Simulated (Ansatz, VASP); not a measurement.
**One calculation of As, two programs**

INCAR

```
PREC = Accurate
ENCUT = 520
EDIFF = 1E-6
ISMEAR = -1
SIGMA = 0.1
LREAL = F
LASPH = T
NELM = 100
ALGO = Normal
ISIF = 2
LWAVE = F
LCHARG = F
GGA = RP
NBANDS = 8
```

The input KPOINTS:

```
regular mesh
0
Gamma
  14 14 14
```

The input POSCAR:

```
As
1.0
    0.0000000000      2.0557719245      2.0557719245
    2.0557719245      0.0000000000      2.0557719245
    2.0557719245      2.0557719245      0.0000000000
As
1
Direct
    0.0000000000      0.0000000000      0.0000000000
```

Input for Ansatz:

```yaml
crystal:
  lattice:
    - [0.0, 2.0557719245, 2.0557719245]
    - [2.0557719245, 0.0, 2.0557719245]
    - [2.0557719245, 2.0557719245, 0.0]
  atoms:
    - { symbol: As, position: [0.0, 0.0, 0.0] }
hamiltonian:
  xc: rpbe
  pseudopotentials:
    kind: paw
    azcp:
      As: "pseudopotentials/As.paw.azcp"
basis:
  ecutwfc: 420
  fft_grid_basis: typed
kpoints:
  mp_grid: { grid: [14, 14, 14], shift: [0, 0, 0] }
magnetization:
  spin_polarized: false
scf:
  occupations: { method: fermi_dirac, width: 0.1 }
  lower_state_search: "off"
output:
  stress: true
```

Alike in both runs: task single point; functional RPBE; k mesh 14 × 14 × 14; occupations fermi-dirac, width 0.1 eV; no spin polarisation.

|  | VASP | Ansatz |
| --- | --- | --- |
| version | VASP 6.6.1 | Ansatz 0.2.0 |
| potentials or method | VASP PAW PBE potentials, release 64 (As) | plane waves (420 eV) with PAW, scalar-relativistic |
| plane-wave cutoff (eV) | 520 | 420 |
| valence electrons in the cell | 5 | 15 |

```tsv
	VASP	Ansatz	Ansatz less VASP
pressure (GPa)	12.4	12.3	-0.08
```

With one functional, cell and mesh, what is left measures potentials, basis and numerics. The two sets of potentials don't hold the same shells in valence.

Caveats: the PAW data sets were made with another functional, which shifts forces and pressure a little (VASP).
